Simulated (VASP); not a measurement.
Wanted: the native input for a VASP 6.6.1 run.

| Quantity | Value |
| --- | --- |
| Task | single point |
| Functional | PBE |
| Potentials or basis | VASP PAW PBE potentials, release 64 (Ti_sv, O) |
| Cutoff | 520 eV |
| k mesh | 6 × 6 × 6 |
| Occupations | gaussian, width 0.1 eV |
| Spin | no spin polarisation |
| Dipole correction | no |
| Further INCAR settings | ALGO = Normal; EDIFF = 1e-06; NBANDS = 33 |

The structure of TiO2 (Anatase) lies in POSCAR:

```
TiO2
1.0
   -1.8921000000      1.8921000000      4.7573000000
    1.8921000000     -1.8921000000      4.7573000000
    1.8921000000      1.8921000000     -4.7573000000
Ti O
2 4
Direct
    0.0000000000      0.0000000000      0.0000000000
    0.7500000000      0.2500000000      0.5000000000
    0.2081000000      0.2081000000      0.0000000000
    0.9581000000      0.4581000000      0.5000000000
    0.5419000000      0.0419000000      0.5000000000
    0.7919000000      0.7919000000      0.0000000000
```

One way to write it, as run:

INCAR

```
SYSTEM = TiO2
ALGO     = Normal         ! electronic algorithm
EDIFF    = 1E-6           ! SCF threshold, eV
ENCUT    = 520            ! plane-wave cutoff, eV
GGA      = PE             ! functional
ISIF     = 2              ! what is computed and relaxed
ISMEAR   = 0              ! smearing method
LASPH    = .TRUE.         ! aspherical terms in the spheres
LCHARG   = .FALSE.        ! write CHGCAR
LREAL    = .FALSE.        ! projectors in reciprocal space
LWAVE    = .FALSE.        ! write WAVECAR
NBANDS   = 33             ! bands
NELM     = 100            ! most SCF steps
PREC     = Accurate       ! precision mode
SIGMA    = 0.1            ! smearing width, eV
```

KPOINTS

```
k-points
0
G
  6 6 6
  0 0 0
```

Potentials or basis: VASP PAW PBE potentials, release 64 (Ti_sv, O).

Launch:

```console
$ cat potpaw_PBE.64/Ti_sv/POTCAR potpaw_PBE.64/O/POTCAR > POTCAR
$ mpirun -np 1 vasp_std > vasp.out
```

It gave:

| Property | Result |
| --- | --- |
| Pressure | 5.9 GPa |
| Largest force | 0.124 eV/Å |
| Band gap on the k mesh | 2.14 eV, indirect (least direct gap 2.45 eV) |

It took 3.9 min on 1 thread of AMD EPYC 7R43 64-Core Processor (Zen 3), on a shared host, peak memory 0.23 GiB.
